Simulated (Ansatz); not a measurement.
One crystal and one scan (scan of one atom of the cell) at two levels, PBE (plane waves to 420 eV, PAW, scalar-relativistic; Ansatz, a program for electronic structure) and r2SCAN (plane waves to 500 eV, PAW, scalar-relativistic; Ansatz), each from its own relaxed cell and on its own mesh. The cell shown is that of PBE.

CsCl (CsCl type)

```xyz
2
Lattice="4.2053 0.0000 0.0000 0.0000 4.2053 0.0000 0.0000 0.0000 4.2053" Properties=species:S:1:pos:R:3 pbc="T T T"
Cs     0.0000     0.0000     0.0000
Cl     2.1026     2.1026     2.1026
```

In each cell atom 1 (Cs, nearest neighbour Cl at 3.642 Å; its periodic images, 4.2 Å or more away, move with it) moves by s·(0.000, 0.000, 1.000) (along Cartesian z), the rest being held.

E stands for the smeared free energy. CsCl was relaxed with its symmetry unable to fall. Percentages come from the unrounded values. Both scans cover s from -0.360 to 0.360 Å.

```tsv
quantity	PBE	r2SCAN	PBE − r2SCAN
Lattice constant a (Å)	4.205	4.140	+0.065 (+1.6 %)
Energy at s = 0.360 Å (meV/cell)	38.0	61.0	-23.0 (-38 %)
Force along the line at s = -0.360 Å (eV/Å)	0.218	0.345	-0.127 (-37 %)
Force constant k = d²E/ds² at s = 0 (finite differences) (eV/Å²)	0.56	0.92	-0.36 (-38 %)
Zone-centre optical wavenumber from k (transverse: no LO-TO term) (cm⁻¹)	74	94	-20 (-22 %)
```

PBE gives the higher value for: lattice constant a. PBE gives the lower value for: energy at s = 0.360 Å; force along the line at s = -0.360 Å; force constant k = d²E/ds² at s = 0; zone-centre optical wavenumber from k. Both give the same symmetry of the curve: even: the same for both signs. Neither level is exact: the differences show how much the result hangs on the functional.

ΔE (meV/cell), each from the undisplaced structure of its own level:

```csv
s (Å),PBE,r2SCAN
-0.360,38.0,61.0
-0.288,24.0,38.8
-0.216,13.4,21.7
-0.144,5.9,9.6
-0.072,1.5,2.4
0.000,0.0,0.0
0.072,1.5,2.4
0.144,5.9,9.6
0.216,13.4,21.7
0.288,24.0,38.8
0.360,38.0,61.0
```

(For displaced atoms, the force is minus the slope of the energy, and its curvature is a force constant, which sets phonon frequencies.)
